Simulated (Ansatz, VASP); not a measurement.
# GaSb in two plane-wave programs, part 3 of 4

Wanted: the spread between two codes on one cell, functional and k mesh. Of the first pair: The structure shown is the start of the Ansatz relaxation below; VASP solves that cell, so the two are compared at the walk's first step.

VASP 6.6.1 and Ansatz 0.2.0.

So far: Starting point; Ansatz: relaxation, LDA; VASP: single point, LDA, start cell, pair 1.

## 3. VASP: single point, LDA, start cell, pair 1 (continued)

Level of this step: LDA; plane waves and PAW (Ga_d, Sb) (VASP).

Numbers of over 12 decimals in the logs are rounded to 6 here.

OUTCAR, selected parts (step 3):

```text
ion  position               nearest neighbor table
   1  0.002  0.002  0.998-   2 2.58   2 2.58   2 2.62   2 2.62
   2  0.748  0.748  0.752-   1 2.58   1 2.58   1 2.62   1 2.62

  LATTYP: Found a body centered orthorhombic cell.
 ALAT       =     4.1062793870
 B/A-ratio  =     1.0427603460
 C/A-ratio  =     1.4924659095

 Subroutine GETGRP returns: Found  4 space group operations
 (whereof  2 operations were pure point group operations)

The static configuration has the point symmetry C_1h.
 The point group associated with its full space group is C_2v.

   k-points           NKPTS =   1728   k-points in BZ     NKDIM =   1728   number of bands    NBANDS=     15

   dimension x,y,z NGX =    28 NGY =   28 NGZ =   28
   dimension x,y,z NGXF=    56 NGYF=   56 NGZF=   56

   ENCUT  =  400.0 eV  29.40 Ry    5.42 a.u.   6.95  6.95  6.70*2*pi/ulx,y,z

   NELECT =      18.0000    total number of electrons

 k-points in reciprocal lattice and weights: Points of the shifted mesh
   0.04166667  0.04166667  0.04166667       0.001
   0.04166667  0.04166667  0.12500000       0.001
   0.04166667  0.04166667  0.20833333       0.001
   0.04166667  0.04166667  0.29166667       0.001
   0.04166667  0.04166667  0.37500000       0.001
   0.04166667  0.04166667  0.45833333       0.001
   0.04166667  0.04166667  0.54166667       0.001
   0.04166667  0.04166667  0.62500000       0.001
   0.04166667  0.04166667  0.70833333       0.001
[...]
0.95833333  0.95833333  0.87500000       0.001
   0.95833333  0.95833333  0.95833333       0.001

 average (electrostatic) potential at core
       1 -66.3506       2 -88.0878

 E-fermi :   5.4542

 k-point     1 :       0.0417    0.0417    0.0417
  band No.  band energies     occupation
    ...
      5      -9.8898      2.00000
      6      -6.6027      2.00000
      7       4.8092      2.00000
      8       5.2004      2.00000
      9       5.3172      2.00000
     10       6.0252      0.00000
     11       7.8865      0.00000
     12       8.2230      0.00000
     13       8.3356      0.00000
     14      11.1607      0.00000
    ...

 k-point     2 :       0.0417    0.0417    0.1250
  band No.  band energies     occupation
    ...
      5      -9.8895      2.00000
      6      -6.4925      2.00000
      7       3.8685      2.00000
      8       4.8360      2.00000
      9       5.1550      2.00000
     10       6.3971      0.00000
     11       7.9907      0.00000
     12       8.1872      0.00000
     13       9.0959      0.00000
     14      11.7949      0.00000
    ...

 k-point     3 :       0.0417    0.0417    0.2083
  band No.  band energies     occupation
    ...
      5      -9.8892      2.00000
      6      -6.2285      2.00000
      7       2.4056      2.00000
      8       4.4671      2.00000
      9       4.9001      2.00000
     10       6.3470      0.00000
     11       8.3785      0.00000
     12       8.5946      0.00000
     13       9.9852      0.00000
     14      12.5424      0.00000
    ...

  Total        0.7444659      0.7444659      0.1687276      0.7346049      0.0000000      0.0000000
  in kB       22.1386423     22.1386423      5.0175553     21.8453993      0.0000000      0.0000000
  external PRESSURE =      16.4316133 kB  Pullay stress =       0.0000000 kB

  energy-cutoff  :      400.00
  volume of cell :       53.88
      direct lattice vectors                 reciprocal lattice vectors
    -0.062079000  2.965657000  3.064241000    -0.165139893  0.165139893  0.163172544
     2.965657000 -0.062079000  3.064241000     0.165139893 -0.165139893  0.163172544
     2.903578000  2.903578000  0.000000000     0.172201332  0.172201332 -0.163172544

 POSITION                                       TOTAL-FORCE (eV/Angst)
 -----------------------------------------------------------------------------------
      2.90364      2.90364      0.01442         0.000000      0.000000      0.094842
      4.35543      4.35543      4.58194        -0.000000     -0.000000     -0.094842
 -----------------------------------------------------------------------------------
    total drift:                               -0.000001     -0.000001     -0.000576

  FREE ENERGIE OF THE ION-ELECTRON SYSTEM (eV)
  ---------------------------------------------------
  free  energy   TOTEN  =        -8.6378586042 eV

  energy  without entropy=       -8.6378586042  energy(sigma->0) =       -8.63785860

 total charge
# of ion       s       p       d       tot
------------------------------------------
    1        0.921   0.825   9.969  11.716
    2        1.134   1.382   0.033   2.549
--------------------------------------------------
tot          2.056   2.207  10.003  14.265

[... 3 further parts left out ...]
```

The run ends at a pressure of 1.64 GPa, with forces up to 0.095 eV/Å.

## 4. Side by side

Known differences besides the potentials themselves: the data sets hold 28 valence electrons in Ansatz (on its PAW soft_1 files) and 18 in VASP; the cutoff is 420 eV in Ansatz and 400 eV in VASP; VASP's log shows a relativistic correction to its local exchange, Ansatz's none. Total energies have different zeros and are not compared.

Forces (eV/Å; atoms numbered as in POSCAR):

| atom | Ansatz x, y, z | VASP x, y, z |
| --- | --- | --- |
| Ga1 | 0.000, 0.000, 0.091 | 0.000, 0.000, 0.095 |
| Sb2 | 0.000, 0.000, -0.091 | 0.000, 0.000, -0.095 |

The forces differ by 2.5 meV/Å r.m.s., which is 4.5 % of the r.m.s. force of 0.055 eV/Å (both taken over all components).

## 5. Ansatz: relaxation, LDA

This run makes the geometry at which the two programs are then compared. The cell compared in this pair holds 54.13 Å³, against 53.88 Å³ for the pair before.

The structure compared here is the end of the Ansatz relaxation.

This is the run of step 2 again, met here at its other cell.

[end of part 3 of 4]

[Lines on the potential files, build, host, timing and source positions are cut from VASP's logs without a mark.]

[Logs are printed without paths, hosts, clocks, repeated set-up lines and the standing remarks that a program may print on its own settings, such as how far it seeks lower states.]

[Hosts, paths, dates, database ids (printed as entryN), source tags and the programs' standing remarks are cut or masked in the printed files.]
